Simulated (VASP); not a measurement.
Runs of VASP 6.6.1 on HgTe. The structure is tetragonal, space group I-4m2 (No. 119). Conventional cell: a = 6.091 Å, b = 6.091 Å, c = 3.119 Å, α = 90.00°, β = 90.00°, γ = 90.00°. Hg (site symmetry -4m2) has 2 Hg at 3.12 Å and 4 Te at 3.14 Å as nearest neighbours. Te (site symmetry -4m2) is surrounded by 2 Te at 3.12 Å and 4 Hg at 3.14 Å. Measurements of this composition are mostly on another form, of space group No. 216.

```csv
task,level,potentials or basis,cell,k mesh,cutoff (eV),smearing,ladder,screening parameter,grid for exact exchange (PRECFOCK),mesh quality,gap on the mesh (eV),pressure (GPa),V0 of scaled cells (Å³/atom),B0 (GPa)
single point,PBE,"VASP PAW PBE potentials, release 64 (Hg_sv_GW, Te_GW)","I-4m2, 28.93 Å³/atom",6 × 6 × 6,450,gaussian 0.02 eV,-,-,-,coarse,none,-1.2,-,-
equation of state,PBE,"VASP PAW PBE potentials, release 64 (Hg, Te)","I-4m2, 28.93 Å³/atom",10 × 10 × 10,520,fermi-dirac 0.05 eV,-,-,-,not flagged,-,-,(c),41
relaxation of cell and atoms,PBEsol,"VASP PAW PBE potentials, release 64 (Hg, Te)",relaxed,8 × 8 × 8,600,fermi-dirac 0.05 eV,gaps,-,-,not flagged,none,0.0,-,-
single point,"HSE(alpha, omega)","VASP PAW PBE potentials, release 64 (Hg, Te)","I-4m2, 28.93 Å³/atom",5 × 5 × 5,520,fermi-dirac 0.05 eV,-,0.1,Fast,coarse,none,-1.9,-,-
equation of state,PBEsol,"VASP PAW PBE potentials, release 64 (Hg, Te)","I-4m2, 26.67 Å³/atom",8 × 8 × 8,520,fermi-dirac 0.05 eV,gaps,-,-,not flagged,-,-,26.68,57
equation of state,LDA,"VASP PAW LDA potentials, release 64 (Hg, Te)","I-4m2, 25.93 Å³/atom",8 × 8 × 8,520,fermi-dirac 0.05 eV,gaps,-,-,not flagged,-,-,25.94,63
single point,"HSE(alpha, omega)","VASP PAW PBE potentials, release 64 (Hg, Te)","I-4m2, 28.93 Å³/atom",5 × 5 × 5,520,fermi-dirac 0.05 eV,-,0.6,Fast,coarse,none,-0.5,-,-
single point,"HSE(alpha, omega)","VASP PAW PBE potentials, release 64 (Hg, Te)","I-4m2, 28.93 Å³/atom",5 × 5 × 5,520,fermi-dirac 0.05 eV,-,0.3,Fast,coarse,none,(a),-,-
single point,PBE,"VASP PAW PBE potentials, release 64 (Hg_sv_GW, Te_GW)","I-4m2, 28.93 Å³/atom",4 × 4 × 4,450,gaussian 0.02 eV,-,-,-,coarse,none,-1.4,-,-
single point,PBE,"VASP PAW PBE potentials, release 64 (Hg_sv_GW, Te_GW)","I-4m2, 28.93 Å³/atom",4 × 4 × 4,500,gaussian 0.02 eV,-,-,-,coarse,none,-0.9,-,-
single point,PBE,"VASP PAW PBE potentials, release 64 (Hg_sv_GW, Te_GW)","I-4m2, 28.93 Å³/atom",5 × 5 × 5,450,gaussian 0.02 eV,-,-,-,coarse,none,(b),-,-
```

Alike in all rows: no spin polarisation.

Q: Estimate the missing entries.

A: (a) -1.3; (b) -1.1; (c) 28.98.

Caveats: some runs use coarse meshes; the PAW data sets were made with another functional, which shifts forces and pressure a little (some runs); the cell was scaled at fixed shape and fractional positions, which overstates the stiffness of a crystal with free parameters, most of all of layers and chains (some runs).

A k mesh can miss the band edges, and the runs leave out spin-orbit coupling on Hg, Te.

A gap of «none» marks a metal or a gap under the smearing width.

The runs don't all hold the same shells in valence.
